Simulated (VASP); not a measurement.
# BAs (F-43m) in VASP: further runs

One crystal, BAs, is run at these levels: PBE, r2SCAN; tasks: relaxation of cell and atoms.

Everything below comes from runs of VASP 6.6.1. Logs are shortened: lines on timing, memory, paths and dates and some standing lists are left out, and cuts for length are marked.

## (1) The structure

Symmetry: F-43m, No. 216, cubic system. The conventional cell has a = 4.777 Å, b = 4.777 Å, c = 4.777 Å, α = 90.00°, β = 90.00°, γ = 90.00°. B (site symmetry -43m) has 4 As at 2.07 Å as nearest neighbours. Around As (site symmetry -43m) lie 4 B at 2.07 Å.

## (2) Relaxation of cell and atoms, PBE

File INCAR:

```
PREC = Accurate
ENCUT = 600
EDIFF = 1E-6
ISMEAR = 0
SIGMA = 0.03
LREAL = False
LASPH = True
NELM = 80
ALGO = Normal
ISIF = 3
LWAVE = False
LCHARG = False
GGA = PE
IBRION = 2
NSW = 90
EDIFFG = -0.01
```

File KPOINTS:

```
Automatic mesh
0
Gamma
  10 10 10
```

File POSCAR:

```
BAs
1.0
    0.0000000000      2.3885000000      2.3885000000
    2.3885000000      0.0000000000      2.3885000000
    2.3885000000      2.3885000000      0.0000000000
B As
1 1
Direct
    0.0000000000      0.0000000000      0.0000000000
    0.2500000000      0.2500000000      0.2500000000
```

Potentials or basis: VASP PAW PBE potentials, release 64 (B, As).

On the command line:

```sh
$ cat potpaw_PBE.64/B/POTCAR potpaw_PBE.64/As/POTCAR > POTCAR
$ mpirun -np 1 vasp_std > vasp.out
```

OUTCAR:

```text
PREC = Accurate
   ENCUT = 600
   EDIFF = 1E-6
   ISMEAR = 0
   LREAL = False
   LASPH = True
   NELM = 80
   ISIF = 3
   GGA = PE
   IBRION = 2
   NSW = 90
   EDIFFG = -0.01

 ion  position               nearest neighbor table
   1  0.000  0.000  0.000-   2 2.07   2 2.07   2 2.07   2 2.07
   2  0.250  0.250  0.250-   1 2.07   1 2.07   1 2.07   1 2.07

  LATTYP: Found a face centered cubic cell.
 ALAT       =     4.7770000000

  Lattice vectors:

 A1 = (   0.0000000000,   2.3885000000,   2.3885000000)
 A2 = (   2.3885000000,   0.0000000000,   2.3885000000)
 A3 = (   2.3885000000,   2.3885000000,   0.0000000000)

Analysis of symmetry for initial positions (statically):
=====================================================================
 Subroutine PRICEL returns:
 Original cell was already a primitive cell.

 Routine SETGRP: Setting up the symmetry group for a
 face centered cubic supercell.

 Subroutine GETGRP returns: Found 24 space group operations
 (whereof 24 operations were pure point group operations)
 out of a pool of 48 trial point group operations.

The static configuration has the point symmetry T_d .

Analysis of symmetry for dynamics (positions and initial velocities):
=====================================================================
 Subroutine PRICEL returns:
 Original cell was already a primitive cell.

 Routine SETGRP: Setting up the symmetry group for a
 face centered cubic supercell.

 Subroutine GETGRP returns: Found 24 space group operations
 (whereof 24 operations were pure point group operations)
 out of a pool of 48 trial point group operations.

The dynamic configuration has the point symmetry T_d .

 Subroutine INISYM returns: Found 24 space group operations
 (whereof 24 operations are pure point group operations),
 and found     1 'primitive' translations

----------------------------------------------------------------------------------------

                                     Primitive cell

  volume of cell :      27.2525

  direct lattice vectors                    reciprocal lattice vectors
[... 92 lines left out ...]
   NFREE  =      1    steps in history (QN), initial steepest desc. (CG)
   ISIF   =      3    stress and relaxation
   ISYM   =      2    0-nonsym 1-usesym 2-fastsym
   POTIM  = 0.5000    time-step for ionic-motion
   TEBEG  =    0.0;   TEEND  =   0.0 temperature during run
   PSTRESS=    0.0 pullay stress
   NELECT =       8.0000    total number of electrons
   NUPDOWN=      -1.0000    fix difference up-down
   EMIN   =  10.00;   EMAX   =-10.00  energy-range for DOS
   EFERMI =   0.00;   METHOD = LEGACY
   ISMEAR =     0;   SIGMA  =   0.03  broadening in eV -4-tet -1-fermi 0-gaus
   EFERMI_NEDOS =   21; number of points for ismear=-14 and -15
   IALGO  =     38    algorithm
   IMIX   =      4    mixing-type and parameters
     AMIX     =   0.40;   BMIX     =  1.00
     AMIX_MAG =   1.60;   BMIX_MAG =  1.00
  volume/ion in A,a.u.               =      13.63        91.95
  Fermi-wavevector in a.u.,A,eV,Ry     =   1.088018  2.056057 16.106360  1.183784
  Thomas-Fermi vector in A             =   2.224191
   LORBIT       =      0    0 simple, 1 ext, 2 COOP (PROOUT), +10 PAW based schemes
   GGA     = PE    functional components
   LHFCALC =     F    Hartree Fock is set to
   AEXX    =    0.0000 exact exchange contribution
   IVDW    =     0    specifies the selected vdW correction
   LEPSILON=     F    determine dielectric tensor
   LRPA    =     F    only Hartree local field effects (RPA)
 conjugate gradient relaxation of ions
 non-spin polarized calculation
 Gauss-broadening in eV      SIGMA  =   0.03
  energy-cutoff  :      600.00
  volume of cell :       27.25
 maximum number of plane-waves:       941
   NGX = 13   NGY = 13   NGZ = 13

--------------------------------------- Ionic step        1  -------------------------------------------

 number of electron       8.0000000 magnetization

 Free energy of the ion-electron system (eV)
  ---------------------------------------------------
  ext. energy  EPLUGINS =         0.00000000
  ---------------------------------------------------
  free energy    TOTEN  =       -11.40730621 eV

  energy without entropy =      -11.40730621  energy(sigma->0) =      -11.40730621

------------------------ aborting loop because EDIFF is reached ----------------------------------------

  FORCE on cell =-STRESS in cart. coord.  units (eV):
  Direction    XX          YY          ZZ          XY          YZ          ZX
  --------------------------------------------------------------------------------------
  -------------------------------------------------------------------------------------
  Total        0.5813419      0.5813419      0.5813419     -0.0000000      0.0000000     -0.0000000
  in kB       34.1771977     34.1771977     34.1771977     -0.0000000      0.0000000     -0.0000000
  external PRESSURE =      34.1771977 kB  Pullay stress =       0.0000000 kB
[... 59 lines left out ...]
--------------------------------------- Ionic step        3  -------------------------------------------

 number of electron       8.0000000 magnetization

 Free energy of the ion-electron system (eV)
  ---------------------------------------------------
  ext. energy  EPLUGINS =         0.00000000
  ---------------------------------------------------
  free energy    TOTEN  =       -11.41438462 eV

  energy without entropy =      -11.41438462  energy(sigma->0) =      -11.41438462

 E-fermi :   6.0543     XC(G=0): -10.4778

 val. band max:        5.8570519551   @ k =   0.0000   0.0000   0.0000
 cond. band min:       7.0580328396   @ k =   0.4000   0.4000   0.0000
 fundamental gap:      1.2009808845
 Fermi energy:         6.0542986147

 k-point     1 :       0.0000    0.0000    0.0000
  band No.  band energies     occupation
      1      -9.3216      2.00000
      2       5.8571      2.00000
      3       5.8571      2.00000
      4       5.8571      2.00000
      5       9.1031      0.00000
      6       9.1031      0.00000
      7       9.1031      0.00000
      8      10.2334      0.00000
[... 243 lines left out ...]
 k-point    24 :       0.4000    0.3000    0.0000
  band No.  band energies     occupation
      1      -6.7446      2.00000
      2      -0.5348      2.00000
      3       1.9824      2.00000
      4       2.4596      2.00000
      5       7.5662      0.00000
      6       9.2436      0.00000
      7      14.5190      0.00000
      8      14.7646      0.00000

 [... further k-points ...]
[... 5 lines left out ...]
  --------------------------------------------------------------------------------------
  -------------------------------------------------------------------------------------
  Total        0.0010312      0.0010312      0.0010312      0.0000000      0.0000000      0.0000000
  in kB        0.0591536      0.0591536      0.0591536      0.0000000      0.0000000      0.0000000
  external PRESSURE =       0.0591536 kB  Pullay stress =       0.0000000 kB
[... 17 lines left out ...]
  FREE ENERGIE OF THE ION-ELECTRON SYSTEM (eV)
  ---------------------------------------------------
  free  energy   TOTEN  =       -11.4143846225 eV

  energy  without entropy=      -11.4143846225  energy(sigma->0) =      -11.41438462

 reached required accuracy - stopping structural energy minimisation
```

OSZICAR:

```text
N       E                     dE             d eps       ncg     rms          rms(c)
DAV:   1     0.133597288919E+02    0.13360E+02   -0.42042E+03   752   0.980E+02
DAV:   2    -0.117187781259E+02   -0.25079E+02   -0.24439E+02  1096   0.113E+02
DAV:   3    -0.120463276584E+02   -0.32755E+00   -0.32755E+00   872   0.171E+01
DAV:   4    -0.120468010392E+02   -0.47338E-03   -0.47338E-03  1144   0.684E-01
[... 19 lines left out ...]
DAV:   2    -0.114150680787E+02    0.20605E-02   -0.35100E-03   800   0.363E-01    0.139E-01
DAV:   3    -0.114144315474E+02    0.63653E-03   -0.13686E-03   832   0.208E-01    0.475E-02
DAV:   4    -0.114143863960E+02    0.45151E-04   -0.87251E-05   952   0.621E-02    0.268E-02
DAV:   5    -0.114143847217E+02    0.16743E-05   -0.59556E-06   904   0.167E-02    0.135E-02
DAV:   6    -0.114143846225E+02    0.99177E-07   -0.41139E-07   416   0.458E-03
   3 F= -.11414385E+02 E0= -.11414385E+02  d E =-.707841E-02
```

Wall time 23 s (1 thread of Intel Xeon Platinum 8259CL at 2.50GHz (Skylake/Cascade Lake), shared host); peak memory 0.17 GiB.

What came out:

* Free energy: -11.4144 eV
* Relaxed volume: 13.97 Å³/atom
* Relaxed cell: a = 3.406 Å, b = 3.406 Å, c = 3.406 Å, α = 60.00°, β = 60.00°, γ = 60.00°
* Space group after relaxing (to 0.05 Å): F-43m (No. 216)
* Energy gained by relaxing: 3.5 meV/atom
* Ionic steps: 3
* Pressure after relaxing: 0.0 GPa
* Band gap on the k mesh: 1.20 eV, indirect (least direct gap 3.25 eV)

Step by step:
```
step  energy change (eV)  largest force (eV/Å)  pressure (GPa)  volume (Å³)
   1              0.0000                0.0000            3.42        27.25
   2             -0.0037                0.0000           -2.18        28.42
   3             -0.0071                0.0000            0.01        27.93
```

Final structure:
```xyz
2
Lattice="0.0000 2.4082 2.4082 2.4082 0.0000 2.4082 2.4082 2.4082 0.0000" Properties=species:S:1:pos:R:3 pbc="T T T"
B     0.0000    0.0000    0.0000
As    1.2041    1.2041    1.2041
```

A k mesh can miss the band edges. Expect the measured gap to be larger: semilocal functionals such as PBE lack the derivative discontinuity.

[end of part 1 of 3]
